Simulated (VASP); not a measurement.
# Sb (I4/mmm) in VASP: further runs

Aim: see how the results for Sb move with the level of theory and the settings. Levels: PBEsol, PBE. Tasks: equation of state.

All numbers are computed with VASP 6.6.1; they aren't measurements. Logs are shortened: lines on timing, memory, paths and dates and some standing lists are left out, and cuts for length are marked.

**1. Starting point**

It takes space group I4/mmm (No. 139, tetragonal). The conventional cell has a = 3.153 Å, b = 3.153 Å, c = 5.424 Å, α = 90.00°, β = 90.00°, γ = 90.00°. Around Sb (site symmetry 4/mmm) lie 12 Sb at 3.15 to 3.51 Å.

This isn't the form of Sb at room conditions, which is rhombohedral.

**2. Equation of state, PBEsol, 25.34 Å³/atom (volume scaled by 0.94)**

Contents of INCAR:

```
SYSTEM = Sb
PREC = Accurate ; ENCUT = 520
EDIFF = 1E-7 ; ISMEAR = -1
SIGMA = 0.05 ; LREAL = .False.
LASPH = .True. ; NELM = 80
ALGO = Normal ; ISIF = 2
LWAVE = .False. ; LCHARG = .False.
GGA = PS ; NBANDS = 8
```

Contents of KPOINTS:

```
regular mesh
0
Gamma
  12 12 12
  0 0 0
```

Contents of POSCAR:

```
Sb
1.0
   -1.5443568632      1.5443568632      2.6565772150
    1.5443568632     -1.5443568632      2.6565772150
    1.5443568632      1.5443568632     -2.6565772150
Sb
1
Direct
    0.0000000000      0.0000000000      0.0000000000
```

Potentials or basis: VASP PAW PBE potentials, release 64 (Sb).

On the command line:

```
cat potpaw_PBE.64/Sb/POTCAR > POTCAR
mpirun -np 1 vasp_std > vasp.out
```

OUTCAR:

```text
SYSTEM = Sb
   PREC = Accurate
   ENCUT = 520
   EDIFF = 1E-7
   ISMEAR = -1
   LREAL = .False.
   LASPH = .True.
   NELM = 80
   ISIF = 2
   GGA = PS

 Found    163 irreducible k-points:

 Following reciprocal coordinates:
            Coordinates               Weight
  0.000000  0.000000  0.000000      1.000000
  0.083333 -0.000000  0.000000      8.000000
  0.166667 -0.000000  0.000000      8.000000
  0.250000 -0.000000  0.000000      8.000000
  0.333333 -0.000000  0.000000      8.000000
  0.416667  0.000000  0.000000      8.000000
   k-points           NKPTS =    163   k-points in BZ     NKDIM =    163   number of bands    NBANDS=      8
   number of dos      NEDOS =    301   number of ions     NIONS =      1
   total plane-waves  NPLWV =  21952
   dimension x,y,z NGX =    28 NGY =   28 NGZ =   28
   dimension x,y,z NGXF=    56 NGYF=   56 NGZF=   56
   ions per type =               1
   NGX,Y,Z   is equivalent  to a cutoff of  13.54, 13.54, 13.54 a.u.
   NGXF,Y,Z  is equivalent  to a cutoff of  27.07, 27.07, 27.07 a.u.
 SYSTEM =  Sb
   PREC   = accura    normal or accurate (medium, high low for compatibility)
   ISTART =      0    job   : 0-new  1-cont  2-samecut
   ICHARG =      2    charge: 1-file 2-atom 10-const
   ISPIN  =      1    spin polarized calculation?
   LNONCOLLINEAR =      F non collinear calculations
   LSORBIT =      F    spin-orbit coupling
   LASPH  =      T    aspherical Exc in radial PAW
   ENCUT  =  520.0 eV  38.22 Ry    6.18 a.u.   6.39  6.39  6.39*2*pi/ulx,y,z
   NELM   =     80;   NELMIN=  2; NELMDL= -5     # of ELM steps
   EDIFF  = 0.1E-06   stopping-criterion for ELM
   LREAL  =      F    real-space projection
   EDIFFG = 0.1E-05   stopping-criterion for IOM
   NSW    =      0    number of steps for IOM
   IBRION =     -1    ionic relax: 0-MD 1-quasi-New 2-CG
   NFREE  =      0    steps in history (QN), initial steepest desc. (CG)
   ISIF   =      2    stress and relaxation
   ISYM   =      2    0-nonsym 1-usesym 2-fastsym
   POTIM  = 0.5000    time-step for ionic-motion
   TEBEG  =    0.0;   TEEND  =   0.0 temperature during run
   PSTRESS=    0.0 pullay stress
   NELECT =       5.0000    total number of electrons
   NUPDOWN=      -1.0000    fix difference up-down
   EMIN   =  10.00;   EMAX   =-10.00  energy-range for DOS
   EFERMI =   0.00;   METHOD = LEGACY
   ISMEAR =    -1;   SIGMA  =   0.05  broadening in eV -4-tet -1-fermi 0-gaus
   EFERMI_NEDOS =   21; number of points for ismear=-14 and -15
   IALGO  =     38    algorithm
   IMIX   =      4    mixing-type and parameters
     AMIX     =   0.40;   BMIX     =  1.00
     AMIX_MAG =   1.60;   BMIX_MAG =  1.00
  volume/ion in A,a.u.               =      25.34       171.03
  Fermi-wavevector in a.u.,A,eV,Ry     =   0.953028  1.800961 12.357655  0.908262
  Thomas-Fermi vector in A             =   2.081645
   LORBIT       =      0    0 simple, 1 ext, 2 COOP (PROOUT), +10 PAW based schemes
   GGA     = PS    functional components
   LHFCALC =     F    Hartree Fock is set to
   AEXX    =    0.0000 exact exchange contribution
   IVDW    =     0    specifies the selected vdW correction
   LEPSILON=     F    determine dielectric tensor
   LRPA    =     F    only Hartree local field effects (RPA)
 non-spin polarized calculation
  energy-cutoff  :      520.00
  volume of cell :       25.34
 maximum number of plane-waves:       702
 NGX is ok and might be reduce to    28
   NGX = 13   NGY = 13   NGZ = 13

 number of electron       5.0000000 magnetization

 Free energy of the ion-electron system (eV)
  ---------------------------------------------------
  ext. energy  EPLUGINS =         0.00000000
  ---------------------------------------------------
  free energy    TOTEN  =        -4.30658561 eV

  energy without entropy =       -4.30121541  energy(sigma->0) =       -4.30390051

 E-fermi :   9.1972     XC(G=0): -10.5866

 val. band max:        9.1798110987   @ k =  -0.2500   0.0833  -0.0000
 cond. band min:       9.2169881046   @ k =  -0.3333   0.5000   0.0833
 fundamental gap:      0.0371770059
 Fermi energy:         9.1972314760

 k-point     1 :       0.0000    0.0000    0.0000
  band No.  band energies     occupation
      1      -4.2675      2.00000
      2      14.2908      0.00000
      3      15.0750      0.00000
      4      15.0750      0.00000
      5      18.8304      0.00000
      6      19.8581      0.00000
      7      20.1743      0.00000
      8      20.1753      0.00000

 k-point     2 :       0.0833   -0.0000    0.0000
  band No.  band energies     occupation
      1      -4.1197      2.00000
      2      13.5036      0.00000
      3      14.1581      0.00000
      4      15.0381      0.00000
      5      18.4585      0.00000
      6      19.1375      0.00000
      7      20.0254      0.00000
      8      20.4180      0.00000

 k-point     3 :       0.1667   -0.0000    0.0000
  band No.  band energies     occupation
      1      -3.6776      2.00000
      2      11.0736      0.00000
      3      13.2636      0.00000
      4      14.9648      0.00000
      5      17.3526      0.00000
      6      18.8910      0.00000
      7      21.0580      0.00000
      8      21.0698      0.00000

 k-point     4 :       0.2500   -0.0000    0.0000
  band No.  band energies     occupation
      1      -2.9484      2.00000
      2       8.4601      2.00000
      3      12.4042      0.00000
      4      14.9200      0.00000
      5      16.5088      0.00000
      6      18.7640      0.00000
      7      21.6429      0.00000
      8      22.4613      0.00000

 k-point     5 :       0.3333   -0.0000    0.0000
  band No.  band energies     occupation
      1      -1.9566      2.00000
      2       6.0354      2.00000
      3      11.7079      0.00000
      4      14.9333      0.00000
      5      15.9176      0.00000
      6      18.8600      0.00000
      7      21.0450      0.00000
      8      21.5842      0.00000

 k-point     6 :       0.4167    0.0000    0.0000
  band No.  band energies     occupation
      1      -0.8052      2.00000
      2       3.9994      2.00000
      3      11.2625      0.00000
      4      14.9814      0.00000
      5      15.5673      0.00000
      6      19.1888      0.00000
      7      20.4079      0.00000
      8      20.5623      0.00000

 [... further k-points ...]

------------------------ aborting loop because EDIFF is reached ----------------------------------------

  FORCE on cell =-STRESS in cart. coord.  units (eV):
  Direction    XX          YY          ZZ          XY          YZ          ZX
  --------------------------------------------------------------------------------------
  -------------------------------------------------------------------------------------
  Total        0.6001739      0.6001739      0.3288295      0.0000000      0.0000000      0.0000000
  in kB       37.9410980     37.9410980     20.7875607      0.0000000      0.0000000      0.0000000
  external PRESSURE =      32.2232522 kB  Pullay stress =       0.0000000 kB

 VOLUME and BASIS-vectors are now :
 -----------------------------------------------------------------------------
  energy-cutoff  :      520.00
  volume of cell :       25.34
      direct lattice vectors                 reciprocal lattice vectors
    -1.544356863  1.544356863  2.656577215     0.000000000  0.323759367  0.188212109
     1.544356863 -1.544356863  2.656577215     0.323759367  0.000000000  0.188212109
     1.544356863  1.544356863 -2.656577215     0.323759367  0.323759367  0.000000000

 POSITION                                       TOTAL-FORCE (eV/Angst)
 -----------------------------------------------------------------------------------
      0.00000      0.00000      0.00000         0.000000      0.000000      0.000000
 -----------------------------------------------------------------------------------
    total drift:                               -0.000000      0.000000      0.000000

  FREE ENERGIE OF THE ION-ELECTRON SYSTEM (eV)
  ---------------------------------------------------
  free  energy   TOTEN  =        -4.3065856147 eV

  energy  without entropy=       -4.3012154054  energy(sigma->0) =       -4.30390051
```

Run time: 17 s. Hardware: 1 thread of Intel Xeon Platinum 8488C (Sapphire Rapids), shared host; peak memory 0.17 GiB.

Results:

- Free energy: -4.3066 eV
- Pressure: 3.2 GPa
- Band gap on the k mesh: none (metal or under the smearing width)

Caveat: the PAW data sets were made with another functional, which shifts forces and pressure a little.

**3. Equation of state, PBEsol, 25.88 Å³/atom (volume scaled by 0.96)**

INCAR is that of step 2.

KPOINTS is that of step 2.

Contents of POSCAR:

```
Sb
1.0
   -1.5552329741      1.5552329741      2.6752861216
    1.5552329741     -1.5552329741      2.6752861216
    1.5552329741      1.5552329741     -2.6752861216
Sb
1
Direct
    0.0000000000      0.0000000000      0.0000000000
```

Potentials or basis: VASP PAW PBE potentials, release 64 (Sb).

On the command line:

```
cat potpaw_PBE.64/Sb/POTCAR > POTCAR
mpirun -np 1 vasp_std > vasp.out
```

It took 17 s on 1 thread of Intel Xeon Platinum 8488C (Sapphire Rapids), shared host; peak memory 0.17 GiB.

It converged, with:

* Free energy: -4.3146 eV
* Pressure: 1.6 GPa
* Band gap on the k mesh: none (metal or under the smearing width)

Caveat: the PAW data sets were made with another functional, which shifts forces and pressure a little.

**4. Equation of state, PBEsol, 26.42 Å³/atom (volume scaled by 0.98)**

INCAR is that of step 3.

KPOINTS is that of step 3.

Contents of POSCAR:

```
Sb
1.0
   -1.5659590577      1.5659590577      2.6937369538
    1.5659590577     -1.5659590577      2.6937369538
    1.5659590577      1.5659590577     -2.6937369538
Sb
1
Direct
    0.0000000000      0.0000000000      0.0000000000
```

On the command line:

```
cat potpaw_PBE.64/Sb/POTCAR > POTCAR
mpirun -np 1 vasp_std > vasp.out
```

It took 19 s on 1 thread of Intel Xeon Platinum 8488C (Sapphire Rapids), shared host; peak memory 0.17 GiB.

Results (log left out):

| Quantity | Value |
| --- | --- |
| Free energy | -4.3172 eV |
| Pressure | 0.1 GPa |
| Band gap on the k mesh | none (metal or under the smearing width) |

Caveat: the PAW data sets were made with another functional, which shifts forces and pressure a little.

**5. Equation of state, PBEsol, 27.50 Å³/atom (volume scaled by 1.02)**

INCAR is that of step 4.

KPOINTS is that of step 4.

Contents of POSCAR:

```
Sb
1.0
   -1.5869811508      1.5869811508      2.7298988119
    1.5869811508     -1.5869811508      2.7298988119
    1.5869811508      1.5869811508     -2.7298988119
Sb
1
Direct
    0.0000000000      0.0000000000      0.0000000000
```

On the command line:

```
cat potpaw_PBE.64/Sb/POTCAR > POTCAR
mpirun -np 1 vasp_std > vasp.out
```

Wall time 19 s (1 thread of Intel Xeon Platinum 8488C (Sapphire Rapids), shared host); peak memory 0.18 GiB.

The run converged. Its results:

```
Free energy            : -4.3089 eV
Pressure               : -2.4 GPa
Band gap on the k mesh : none (metal or under the smearing width)
```

Caveat: the PAW data sets were made with another functional, which shifts forces and pressure a little.

**6. Equation of state, PBEsol, 28.04 Å³/atom (volume scaled by 1.04)**

INCAR is that of step 5.

KPOINTS is that of step 5.

Contents of POSCAR:

```
Sb
1.0
   -1.5972865120      1.5972865120      2.7476259243
    1.5972865120     -1.5972865120      2.7476259243
    1.5972865120      1.5972865120     -2.7476259243
Sb
1
Direct
    0.0000000000      0.0000000000      0.0000000000
```

Potentials or basis: VASP PAW PBE potentials, release 64 (Sb).

On the command line:

```
cat potpaw_PBE.64/Sb/POTCAR > POTCAR
mpirun -np 1 vasp_std > vasp.out
```

Run time: 20 s. Hardware: 1 thread of Intel Xeon Platinum 8488C (Sapphire Rapids), shared host; peak memory 0.17 GiB.

Results (log left out):

```yaml
Free_energy: -4.2989 eV
Pressure: -3.5 GPa
Band_gap_on_the_k_mesh: none (metal or under the smearing width)
```

Caveat: the PAW data sets were made with another functional, which shifts forces and pressure a little.

**7. Equation of state, PBEsol, 28.58 Å³/atom (volume scaled by 1.06)**

INCAR is that of step 6.

KPOINTS is that of step 6.

Contents of POSCAR:

```
Sb
1.0
   -1.6074605858      1.6074605858      2.7651271982
    1.6074605858     -1.6074605858      2.7651271982
    1.6074605858      1.6074605858     -2.7651271982
Sb
1
Direct
    0.0000000000      0.0000000000      0.0000000000
```

On the command line:

```
cat potpaw_PBE.64/Sb/POTCAR > POTCAR
mpirun -np 1 vasp_std > vasp.out
```

It took 20 s on 1 thread of Intel Xeon Platinum 8488C (Sapphire Rapids), shared host; peak memory 0.18 GiB.

It converged, with:

```
Free energy            : -4.2855 eV
Pressure               : -4.4 GPa
Band gap on the k mesh : none (metal or under the smearing width)
```

Caveat: the PAW data sets were made with another functional, which shifts forces and pressure a little.

**8. Equation of state, PBEsol**

This step only gathers the single runs of the series.

Results:

| Item | Value |
| --- | --- |
| Equilibrium volume | 26.45 Å³/atom |
| Bulk modulus at fixed shape and positions | 69 GPa |
| Pressure derivative of the bulk modulus | 4.6 |

Energy against volume, from the lowest point:
| volume (Å³/atom) | energy (meV/atom) |
| --- | --- |
| 25.344 | 10.66 |
| 25.883 | 2.68 |
| 26.423 | 0.00 |
| 26.962 | 2.06 |
| 27.501 | 8.34 |
| 28.040 | 18.39 |
| 28.580 | 31.78 |

Caveat: the cell was scaled at fixed shape and fractional positions, which overstates the stiffness of a crystal with free parameters, most of all of layers and chains; the PAW data sets were made with another functional, which shifts forces and pressure a little.

**9. Equation of state, PBE, 25.34 Å³/atom (volume scaled by 0.94)**

Contents of INCAR:

```
ALGO = Normal
EDIFF = 1E-7
ENCUT = 520
GGA = PE
ISIF = 2
ISMEAR = -1
LASPH = True
LCHARG = False
LREAL = False
LWAVE = False
NBANDS = 8
NELM = 100
PREC = Accurate
SIGMA = 0.05
```

Contents of KPOINTS:

```
k-points
0
Gamma
  12 12 12
```

Contents of POSCAR:

```
Sb
1.0
   -1.5443568632      1.5443568632      2.6565772150
    1.5443568632     -1.5443568632      2.6565772150
    1.5443568632      1.5443568632     -2.6565772150
Sb
1
Direct
    0.0000000000      0.0000000000      0.0000000000
```

Potentials or basis: VASP PAW PBE potentials, release 64 (Sb).

On the command line:

```
cat potpaw_PBE.64/Sb/POTCAR > POTCAR
mpirun -np 1 vasp_std > vasp.out
```

Wall time 15 s (1 thread of Intel Xeon 6975P-C (Granite Rapids), shared host); peak memory 0.17 GiB.

It converged, with:

* Free energy: -3.8025 eV
* Pressure: 6.5 GPa
* Band gap on the k mesh: none (metal or under the smearing width)

**10. Equation of state, PBE, 25.88 Å³/atom (volume scaled by 0.96)**

Contents of INCAR:

```
  PREC = Accurate
  ENCUT = 520
  EDIFF = 1E-7
  ISMEAR = -1
  SIGMA = 0.05
  LREAL = False
  LASPH = True
  NELM = 60
  ALGO = Normal
  ISIF = 2
  LWAVE = False
  LCHARG = False
  GGA = PE
  NBANDS = 8
```

Contents of KPOINTS:

```
regular mesh
0
Gamma
  12 12 12
```

Contents of POSCAR:

```
Sb
1.0
   -1.5552329741      1.5552329741      2.6752861216
    1.5552329741     -1.5552329741      2.6752861216
    1.5552329741      1.5552329741     -2.6752861216
Sb
1
Direct
    0.0000000000      0.0000000000      0.0000000000
```

On the command line:

```
cat potpaw_PBE.64/Sb/POTCAR > POTCAR
mpirun -np 1 vasp_std > vasp.out
```

Wall time 17 s (1 thread of Intel Xeon 6975P-C (Granite Rapids), shared host); peak memory 0.17 GiB.

Results (log left out):

```
Free energy            : -3.8212 eV
Pressure               : 4.7 GPa
Band gap on the k mesh : none (metal or under the smearing width)
```

**11. Equation of state, PBE, 26.42 Å³/atom (volume scaled by 0.98)**

Contents of INCAR:

```
SYSTEM = Sb
  PREC = Accurate
  ENCUT = 520
  EDIFF = 1E-7
  ISMEAR = -1
  SIGMA = 0.05
  LREAL = .FALSE.
  LASPH = .TRUE.
  NELM = 60
  ALGO = Normal
  ISIF = 2
  LWAVE = .FALSE.
  LCHARG = .FALSE.
  GGA = PE
  NBANDS = 8
```

Contents of KPOINTS:

```
Automatic mesh
0
G
  12 12 12
  0 0 0
```

Contents of POSCAR:

```
Sb
1.0
   -1.5659590577      1.5659590577      2.6937369538
    1.5659590577     -1.5659590577      2.6937369538
    1.5659590577      1.5659590577     -2.6937369538
Sb
1
Direct
    0.0000000000      0.0000000000      0.0000000000
```

On the command line:

```
cat potpaw_PBE.64/Sb/POTCAR > POTCAR
mpirun -np 1 vasp_std > vasp.out
```

Wall time 15 s (1 thread of Intel Xeon 6975P-C (Granite Rapids), shared host); peak memory 0.17 GiB.

The run converged. Its results:

```
Free energy            : -3.8342 eV
Pressure               : 3.1 GPa
Band gap on the k mesh : none (metal or under the smearing width)
```

**12. Equation of state, PBE, 27.50 Å³/atom (volume scaled by 1.02)**

Contents of INCAR:

```
SYSTEM = Sb
PREC = Accurate
ENCUT = 520
EDIFF = 1E-7
ISMEAR = -1
SIGMA = 0.05
LREAL = .FALSE.
LASPH = .TRUE.
NELM = 60
ALGO = Normal
ISIF = 2
LWAVE = .FALSE.
LCHARG = .FALSE.
GGA = PE
NBANDS = 8
```

KPOINTS is that of step 11.

Contents of POSCAR:

```
Sb
1.0
   -1.5869811508      1.5869811508      2.7298988119
    1.5869811508     -1.5869811508      2.7298988119
    1.5869811508      1.5869811508     -2.7298988119
Sb
1
Direct
    0.0000000000      0.0000000000      0.0000000000
```

Potentials or basis: VASP PAW PBE potentials, release 64 (Sb).

On the command line:

```
cat potpaw_PBE.64/Sb/POTCAR > POTCAR
mpirun -np 1 vasp_std > vasp.out
```

Wall time 15 s (1 thread of Intel Xeon 6975P-C (Granite Rapids), shared host); peak memory 0.18 GiB.

Results (log left out):

```
Free energy            : -3.8456 eV
Pressure               : 0.4 GPa
Band gap on the k mesh : none (metal or under the smearing width)
```

**13. Equation of state, PBE, 28.04 Å³/atom (volume scaled by 1.04)**

Contents of INCAR:

```
SYSTEM = Sb
PREC = Accurate ; ENCUT = 520
EDIFF = 1E-7 ; ISMEAR = -1
SIGMA = 0.05 ; LREAL = .FALSE.
LASPH = .TRUE. ; NELM = 100
ALGO = Normal ; ISIF = 2
LWAVE = .FALSE. ; LCHARG = .FALSE.
GGA = PE ; NBANDS = 8
```

Contents of KPOINTS:

```
regular mesh
0
G
  12 12 12
  0 0 0
```

Contents of POSCAR:

```
Sb
1.0
   -1.5972865120      1.5972865120      2.7476259243
    1.5972865120     -1.5972865120      2.7476259243
    1.5972865120      1.5972865120     -2.7476259243
Sb
1
Direct
    0.0000000000      0.0000000000      0.0000000000
```

On the command line:

```
cat potpaw_PBE.64/Sb/POTCAR > POTCAR
mpirun -np 1 vasp_std > vasp.out
```

It took 14 s on 1 thread of Intel Xeon 6975P-C (Granite Rapids), shared host; peak memory 0.17 GiB.

The run converged. Its results:

* Free energy: -3.8450 eV
* Pressure: -0.7 GPa
* Band gap on the k mesh: none (metal or under the smearing width)

**14. Equation of state, PBE, 28.58 Å³/atom (volume scaled by 1.06)**

Contents of INCAR:

```
PREC = Accurate ; ENCUT = 520
EDIFF = 1E-7 ; ISMEAR = -1
SIGMA = 0.05 ; LREAL = F
LASPH = T ; NELM = 100
ALGO = Normal ; ISIF = 2
LWAVE = F ; LCHARG = F
GGA = PE ; NBANDS = 8
```

Contents of KPOINTS:

```
Automatic mesh
0
Gamma
  12 12 12
```

Contents of POSCAR:

```
Sb
1.0
   -1.6074605858      1.6074605858      2.7651271982
    1.6074605858     -1.6074605858      2.7651271982
    1.6074605858      1.6074605858     -2.7651271982
Sb
1
Direct
    0.0000000000      0.0000000000      0.0000000000
```

On the command line:

```
cat potpaw_PBE.64/Sb/POTCAR > POTCAR
mpirun -np 1 vasp_std > vasp.out
```

It took 15 s on 1 thread of Intel Xeon 6975P-C (Granite Rapids), shared host; peak memory 0.17 GiB.

It converged, with:

| Quantity | Value |
| --- | --- |
| Free energy | -3.8407 eV |
| Pressure | -1.8 GPa |
| Band gap on the k mesh | none (metal or under the smearing width) |

**15. Equation of state, PBE**

Potentials or basis: VASP PAW PBE potentials, release 64 (Sb).

This step only gathers the single runs of the series.

Results:

```
Equilibrium volume                        : 27.68 Å³/atom
Bulk modulus at fixed shape and positions : 60 GPa
Pressure derivative of the bulk modulus   : 4.6
```

Energy against volume, from the lowest point:
| volume (Å³/atom) | energy (meV/atom) |
| --- | --- |
| 25.344 | 43.08 |
| 25.883 | 24.41 |
| 26.423 | 11.39 |
| 26.962 | 3.43 |
| 27.501 | 0.00 |
| 28.040 | 0.63 |
| 28.580 | 4.89 |

Caveat: the cell was scaled at fixed shape and fractional positions, which overstates the stiffness of a crystal with free parameters, most of all of layers and chains.
